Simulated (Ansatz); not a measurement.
This geometry of a periodic cell of 17 atoms, Si (host Si, host structure diamond, interstitial Si) is a first-order saddle point.

All numbers below come from DFT PBE, scalar-relativistic, plane waves, PAW (Ansatz 0.2.0). Settings: PAW set soft_1, cutoff 420 eV, k mesh 2x2x2, fermi-dirac smearing 0.05 eV, no spin polarisation.

```xyz
17
Lattice="0.0000 5.4300 5.4300 5.4300 0.0000 5.4300 5.4300 5.4300 0.0000" Properties=species:S:1:pos:R:3
Si -0.060 -0.066 -0.025
Si 1.144 1.137 1.572
Si 2.511 2.510 0.203
Si 3.983 3.982 1.247
Si 2.741 -0.066 2.775
Si 4.134 1.339 4.012
Si 5.514 2.614 2.630
Si 6.897 3.983 4.161
Si -0.060 2.734 2.775
Si 1.345 4.128 4.012
Si 2.615 5.513 2.630
Si 3.983 6.895 4.161
Si 2.916 2.909 5.230
Si 4.134 4.128 6.801
Si 5.514 5.513 5.530
Si 6.977 6.975 6.598
Si 4.782 4.778 3.363
```

Question: Which two structures does it join? (They come from a converged band through this point; their orientation in space is the band's.)

Answer: Contacts lost: Si2–Si17. Contacts made: Si13–Si17. The atom that moves furthest is Si17, by 2.35 Å.

First end point:

```xyz
17
Lattice="0.0000 5.4300 5.4300 5.4300 0.0000 5.4300 5.4300 5.4300 0.0000" Properties=species:S:1:pos:R:3
Si -0.001 -0.002 -0.035
Si 1.382 1.379 1.332
Si 2.718 2.709 -0.004
Si 4.048 4.045 1.331
Si 2.749 -0.002 2.714
Si 4.067 1.361 4.077
Si 5.430 2.678 2.714
Si 6.812 4.045 4.096
Si 0.001 2.747 2.713
Si 1.362 4.066 4.076
Si 2.682 5.427 2.712
Si 4.052 6.806 4.092
Si 2.715 2.714 5.430
Si 4.068 4.066 6.782
Si 5.431 5.427 5.462
Si 6.793 6.790 6.781
Si 5.433 5.424 2.711
```

Last end point:

```xyz
17
Lattice="0.0000 5.4300 5.4300 5.4300 0.0000 5.4300 5.4300 5.4300 0.0000" Properties=species:S:1:pos:R:3
Si 0.006 0.003 0.004
Si 1.358 1.357 1.357
Si 2.711 2.709 0.004
Si 4.075 4.070 1.323
Si 2.711 0.004 2.709
Si 4.074 1.321 4.071
Si 5.457 2.687 2.689
Si 6.822 4.070 4.071
Si 0.005 2.710 2.710
Si 1.325 4.071 4.073
Si 2.694 5.450 2.692
Si 4.074 6.820 4.072
Si 2.692 2.688 5.454
Si 4.073 4.071 6.820
Si 5.454 5.452 5.453
Si 6.790 6.783 6.787
Si 4.075 4.068 4.072
```

Question: How far does it lie above each of them?

Answer: 0.31 eV above the first and 0.31 eV above the second. This is the barrier of this one path; another mechanism may lie lower. Limits of this set-up: coarse k mesh.

Run time: 12 min on 1 thread of Arm Neoverse V1, on a shared host, peak memory 0.72 GiB.
